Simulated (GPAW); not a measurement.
# SnTe (Fm-3m) in GPAW: equation of state

Aim: energy against volume of SnTe in PBEsol, for its equilibrium volume and stiffness.

Everything below comes from runs of GPAW 26.7.0. Logs are shortened: lines on timing, memory, paths and dates and some standing lists are left out, and cuts for length are marked. The log counts tension as positive stress, the text compression.

### Step 1. Starting point

It takes space group Fm-3m (No. 225, cubic). The conventional cell has a = 6.302 Å, b = 6.302 Å, c = 6.302 Å, α = 90.00°, β = 90.00°, γ = 90.00°. Te (site symmetry m-3m) is surrounded by 6 Sn at 3.15 Å. Around Sn (site symmetry m-3m) lie 6 Te at 3.15 Å.

### Step 2. Equation of state, PBEsol

File run.py:

```python
from ase import Atoms
from ase.eos import EquationOfState
from ase.io import Trajectory
from ase.units import GPa
from gpaw import GPAW, PW, setup_paths

setup_paths.insert(0, '.')

atoms = Atoms(['Te', 'Sn'],
              cell=[[0.0, 3.15085, 3.15085],
                    [3.15085, 0.0, 3.15085],
                    [3.15085, 3.15085, 0.0]],
              scaled_positions=[[0.5, 0.5, 0.5],
                                [0.0, 0.0, 0.0]],
              pbc=True)

traj = Trajectory('eos.traj', 'w')
volumes, energies = [], []
for x in [0.94, 0.96, 0.98, 1.0, 1.02, 1.04, 1.06]:
    a = atoms.copy()
    a.set_cell(atoms.cell * x**(1 / 3), scale_atoms=True)
    calc = GPAW(mode=PW(600),
                xc='PBEsol',
                kpts={'size': (7, 7, 7), 'gamma': True},
                occupations={'name': 'fermi-dirac', 'width': 0.05},
                nbands=19,
                convergence={'density': 1e-05, 'energy': 1e-05},
                maxiter=150,
                txt=f'eos-{x:.2f}.txt')
    a.calc = calc
    energies.append(a.get_potential_energy(force_consistent=True))
    volumes.append(a.get_volume())
    p = -a.get_stress()[:3].mean() / GPa
    calc.write(f'eos-{x:.2f}.gpw')
    traj.write(a)
    print(f'{x:.2f} {volumes[-1]:10.4f} A^3 {energies[-1]:14.6f} eV {p:9.3f} GPa', flush=True)

v0, e0, B = EquationOfState(volumes, energies, eos='birchmurnaghan').fit()
print(f'V0 = {v0:.4f} A^3, E0 = {e0:.6f} eV, B0 = {B / GPa:.2f} GPa')
```

Potentials or basis: PAW data sets generated in the run's folder for this functional, pw.

Started as:

```console
gpaw-setup -f PBEsol Sn Te
OMP_NUM_THREADS=1 python run.py
```

What it wrote:

```text
__  _  _
 | _ |_)|_||  |
 |__||  | ||/\| - 26.7.0

Input parameters:
  mode=PW(ecut=600.0),
  convergence={'density': 1e-05, 'energy': 1e-05},
  kpts=MonkhorstPack(size=(7, 7, 7), gamma=True),
  maxiter=150,
  nbands=19,
  occupations=Occupations(name='fermi-dirac', width=0.05),
  xc=XC(name='PBEsol')

Diagonalizing LCAO Hamiltonian
Converting LCAO to pw mode

                Te

       Sn

Atoms  # Å, Bohr magnetons
|   | symbol |        x |        y |        z |    initial magnetic moments |
|---|--------|----------|----------|----------|-----------------------------|
| 0 |     Te | 3.086529 | 3.086529 | 3.086529 | ( 0.0000,  0.0000,  0.0000) |
| 1 |     Sn | 0.000000 | 0.000000 | 0.000000 | ( 0.0000,  0.0000,  0.0000) |

Unit cell  # Å
| periodic |        x |        y |        z |  lengths |    angles |
|----------|----------|----------|----------|----------|-----------|
|      yes | 0.000000 | 3.086529 | 3.086529 | 4.365011 | 60.000000 |
|      yes | 3.086529 | 0.000000 | 3.086529 | 4.365011 | 60.000000 |
|      yes | 3.086529 | 3.086529 | 0.000000 | 4.365011 | 60.000000 |

Number of symmetries: 48
Symmetry operations  # r_c * U_cc + t_c -> r_c
|    | kind |            matrix            |
|----|------|------------------------------|
|  0 |  σ   |  1, 0, 0,  1, 0,-1,  1,-1, 0 |
|  1 |  C2  |  1, 0, 0,  1,-1, 0,  1, 0,-1 |
|  2 |  E   |  1, 0, 0,  0, 1, 0,  0, 0, 1 |
|  3 |  σ   |  1, 0, 0,  0, 0, 1,  0, 1, 0 |
|  4 |  C4  |  1, 0,-1,  1, 0, 0,  1,-1, 0 |
|  5 |  S6  |  1, 0,-1,  1,-1, 0,  1, 0, 0 |
|  6 |  σ   |  1, 0,-1,  0, 1,-1,  0, 0,-1 |
|  7 |  C3  |  1, 0,-1,  0, 0,-1,  0, 1,-1 |
|  8 |  S6  |  1,-1, 0,  1, 0, 0,  1, 0,-1 |
|  9 |  C4  |  1,-1, 0,  1, 0,-1,  1, 0, 0 |
| 10 |  C3  |  1,-1, 0,  0,-1, 1,  0,-1, 0 |
| 11 |  σ   |  1,-1, 0,  0,-1, 0,  0,-1, 1 |
| 12 |  σ   |  0, 1, 0,  1, 0, 0,  0, 0, 1 |
| 13 |  C4  |  0, 1, 0,  0, 1,-1, -1, 1, 0 |
| 14 |  C3  |  0, 1, 0,  0, 0, 1,  1, 0, 0 |
| 15 |  S6  |  0, 1, 0, -1, 1, 0,  0, 1,-1 |
| 16 |  C2  |  0, 1,-1,  1, 0,-1,  0, 0,-1 |
| 17 |  σ   |  0, 1,-1,  0, 1, 0, -1, 1, 0 |
| 18 |  S4  |  0, 1,-1,  0, 0,-1,  1, 0,-1 |
| 19 |  C4  |  0, 1,-1, -1, 1, 0,  0, 1, 0 |
| 20 |  C3  |  0, 0, 1,  1, 0, 0,  0, 1, 0 |
| 21 |  σ   |  0, 0, 1,  0, 1, 0,  1, 0, 0 |
| 22 |  S6  |  0, 0, 1,  0,-1, 1, -1, 0, 1 |
| 23 |  C4  |  0, 0, 1, -1, 0, 1,  0,-1, 1 |
| 24 |  S4  |  0, 0,-1,  1, 0,-1,  0, 1,-1 |
| 25 |  C3  |  0, 0,-1,  0, 1,-1,  1, 0,-1 |
| 26 |  C2  |  0, 0,-1,  0,-1, 0, -1, 0, 0 |
| 27 |  S6  |  0, 0,-1, -1, 0, 0,  0,-1, 0 |
| 28 |  S4  |  0,-1, 1,  1,-1, 0,  0,-1, 0 |
| 29 |  C4  |  0,-1, 1,  0, 0, 1, -1, 0, 1 |
| 30 |  C2  |  0,-1, 1,  0,-1, 0,  1,-1, 0 |
| 31 |  σ   |  0,-1, 1, -1, 0, 1,  0, 0, 1 |
| 32 |  C3  |  0,-1, 0,  1,-1, 0,  0,-1, 1 |
| 33 |  S6  |  0,-1, 0,  0, 0,-1, -1, 0, 0 |
| 34 |  S4  |  0,-1, 0,  0,-1, 1,  1,-1, 0 |
| 35 |  C2  |  0,-1, 0, -1, 0, 0,  0, 0,-1 |
| 36 |  C2  | -1, 1, 0,  0, 1, 0,  0, 1,-1 |
| 37 |  S6  | -1, 1, 0,  0, 1,-1,  0, 1, 0 |
| 38 |  S4  | -1, 1, 0, -1, 0, 1, -1, 0, 0 |
| 39 |  C3  | -1, 1, 0, -1, 0, 0, -1, 0, 1 |
| 40 |  S6  | -1, 0, 1,  0, 0, 1,  0,-1, 1 |
| 41 |  C2  | -1, 0, 1,  0,-1, 1,  0, 0, 1 |
| 42 |  C3  | -1, 0, 1, -1, 1, 0, -1, 0, 0 |
| 43 |  S4  | -1, 0, 1, -1, 0, 0, -1, 1, 0 |
| 44 |  C2  | -1, 0, 0,  0, 0,-1,  0,-1, 0 |
| 45 |  i   | -1, 0, 0,  0,-1, 0,  0, 0,-1 |
| 46 |  σ   | -1, 0, 0, -1, 1, 0, -1, 0, 1 |
| 47 |  C2  | -1, 0, 0, -1, 0, 1, -1, 1, 0 |

BZ-sampling:
  Number of BZ points: 343
  Number of IBZ points: 20

  Monkhorst-Pack size: [7, 7, 7]
  Monkhorst-Pack shift: [0, 0, 0]

K-points  # in reciprocal-cell coordinates
|     |                                coordinates |     weight |
|-----|--------------------------------------------|------------|
|   0 | (  0.00000000,   0.00000000,   0.00000000) | 0.00291545 |
|   1 | (  0.14285714,   0.14285714,   0.00000000) | 0.01749271 |
|   2 | (  0.14285714,   0.14285714,   0.14285714) | 0.02332362 |
|   3 | (  0.28571429,   0.14285714,   0.14285714) | 0.03498542 |
|   4 | (  0.28571429,   0.28571429,   0.00000000) | 0.01749271 |
|   5 | (  0.28571429,   0.28571429,   0.14285714) | 0.06997085 |
|   6 | (  0.28571429,   0.28571429,   0.28571429) | 0.02332362 |
|   7 | (  0.42857143,  -0.28571429,  -0.28571429) | 0.03498542 |
|   8 | (  0.42857143,   0.28571429,  -0.42857143) | 0.13994169 |
|   9 | (  0.42857143,   0.28571429,  -0.28571429) | 0.06997085 |
| ... |                                            |            |
|  19 | (  0.42857143,   0.42857143,   0.42857143) | 0.02332362 |

Plane wave coefficients: 1989
Cutoff: 600.0 eV

Spin-components: 1 (collinear spins)
Bands:           19
Projectors:      11
Spin-degeneracy: 2
Datatype:        complex128

Parallelization:
  kpt:    1
  domain: 1
  band:   1

Density:
  Valence electrons: 20.0
  Components: 1
  Grid points: [25 25 25]
  Charge: 0.0  # |e|

Potential:
  Grid points: [25 25 25]

species:
  Te:
    name:    Tellurium
    Z:       52.0
    valence: 6
    core:    46
    charge:  0.0  # [|e|]
    compensation charges:
      type: gauss
      rc: 0.36  # [Å]
      lmax: 2
    cutoffs:
      filter: 2.09  # [Å]
      core: 3.17  # [Å]
    projectors
    | kind |    occ | energy [eV] | rcut [Å] |
    |------|--------|-------------|----------|
    |   5s |  2.000 |     -15.132 |    1.180 |
    |   5p |  4.000 |      -5.970 |    1.196 |
    |    s |        |      12.080 |    1.180 |
    |    p |        |      21.241 |    1.196 |
    |    d |        |       0.000 |    1.238 |

    Using partial waves for Te as LCAO basis

  Sn:
    name:    Tin
    Z:       50.0
    valence: 14
    core:    36
    charge:  0.0  # [|e|]
    compensation charges:
      type: gauss
      rc: 0.38  # [Å]
      lmax: 2
    cutoffs:
      filter: 2.23  # [Å]
      core: 2.35  # [Å]
    projectors
    | kind |    occ | energy [eV] | rcut [Å] |
    |------|--------|-------------|----------|
    |   5s |  2.000 |     -10.584 |    1.201 |
    |   5p |  2.000 |      -3.711 |    1.270 |
    |   4d | 10.000 |     -25.798 |    1.185 |
    |    s |        |      16.628 |    1.201 |
    |    p |        |      23.501 |    1.270 |
    |    d |        |       1.413 |    1.185 |

    Using partial waves for Sn as LCAO basis

Reference energy: -352647.811924  # eV

eigensolver:
  PPCG
  Converge bands: occupied
  niter=2

density mixing:
  MSR1-Mixer
  Pratt-step length: 0.05
  Maximum mixing coefficient: 0.75
  Old densities: 10
  SVD Regularization: 0.005
  Good broyden scale: 1.0
  Trust region scale: 1.0
  Backstep threshold: 4.0
  History deletion threshold: 6.0
  Fourier metric: weight=20.0, sigma=0.015

occupation numbers:
  Fermi-Dirac:
    width: 0.0500  # eV

poisson solver:
  ecut: 4800.0  # eV

xc functional:
  name: PBEsol with 2 nearest neighbor stencil

convergence criteria:
- Maximum integral of absolute [dens]ity change: 1e-05 electrons / valence electron
- Maximum [total energy] change in last 3 cyles: 1e-05 eV / valence electron
- Maximum integral of absolute [eigenst]ate change: 4e-08 eV^2 / valence electron
maximum number of iterations: 150

SCF iterations
|iter     | |      energy | eigst |  dens |
|---------|-|-------------|-------|-------|
|iter:   1| |   -8.612862 | -0.06 |       |
|iter:   2| |   -8.611253 | -2.30 | -1.55 |
|iter:   3| |   -8.589522 | -2.92 | -1.58 |
|iter:   4| |   -8.589022 | -3.86 | -2.15 |
|iter:   5| |   -8.589080 | -5.03 | -2.71 |
|iter:   6| |   -8.589084c| -6.63 | -3.36 |
|iter:   7| |   -8.589084c| -7.72c| -4.27 |
|iter:   8| |   -8.589084c| -8.45c| -5.32c|

Converged in 8 steps
Energy contributions relative to reference atoms: (reference = -352647.811924)

Energy contributions:
  Kinetic:          16.387753
  Coulomb:         -15.772863
  Zero:              0.113688
  External:          0.000000
  Xc:               -9.317602
  Entropy:          -0.000118
  Spinorbit:         0.000000
  ----------------------------
  Free energy:      -8.589143
  Extrapolated:     -8.589084

dipole moment: (-20.987086, -20.987086, -20.987086)  # |e|*Ang

Fermi level: 7.109
Eigenvalues  # (at kpt = [0.000, 0.000, 0.000])
| band index |      eig [eV] | occ [0-2] |
|------------|---------------|-----------|
|          0 |       -14.757 |     2.000 |
|        ... |               |           |
|          2 |       -14.744 |     2.000 |
|          3 |       -14.744 |     2.000 |
|          4 |       -14.744 |     2.000 |
|          5 |        -6.219 |     2.000 |
|          6 |         2.630 |     2.000 |
|          7 |         4.753 |     2.000 |
|          8 |         4.753 |     2.000 |
|          9 |         4.753 |     2.000 |
|         10 |        10.526 |     0.000 |
|         11 |        10.526 |     0.000 |
|         12 |        10.526 |     0.000 |
|         13 |        11.703 |     0.000 |
|         14 |        11.703 |     0.000 |
|         15 |        11.703 |     0.000 |
|         16 |        13.607 |     0.000 |
|         17 |        14.042 |     0.000 |
|         18 |        14.042 |     0.000 |

Gap: 0.618 eV
Transition (v -> c):
  (s=0, k=19, n=9, [0.43, 0.43, 0.43]) -> (s=0, k=19, n=10, [0.43, 0.43, 0.43])
No difference between direct/indirect transitions

Stress tensor  # eV/Ang^3
|         x |         y |         z |
|-----------|-----------|-----------|
| -0.015634 |  0.000000 |  0.000000 |
|  0.000000 | -0.015634 | -0.000000 |
|  0.000000 | -0.000000 | -0.015634 |

# Writing to eos-0.94.gpw (mode='')
```

Run time: 2.1 min. Hardware: 1 thread of Arm Neoverse V1, shared host; peak memory 0.23 GiB.

What came out:

* Equilibrium volume: 30.85 Å³/atom
* Bulk modulus: 47 GPa
* Pressure derivative of the bulk modulus: 4.5

Energy against volume, from the lowest point:
| volume (Å³/atom) | energy (meV/atom) |
| --- | --- |
| 29.404 | 10.65 |
| 30.030 | 3.15 |
| 30.656 | 0.00 |
| 31.281 | 0.69 |
| 31.907 | 4.85 |
| 32.532 | 12.10 |
| 33.158 | 22.13 |

Caveat: this odd mesh misses L, where the gap lies, so gap, dielectric constants and Born charges aren't listed.
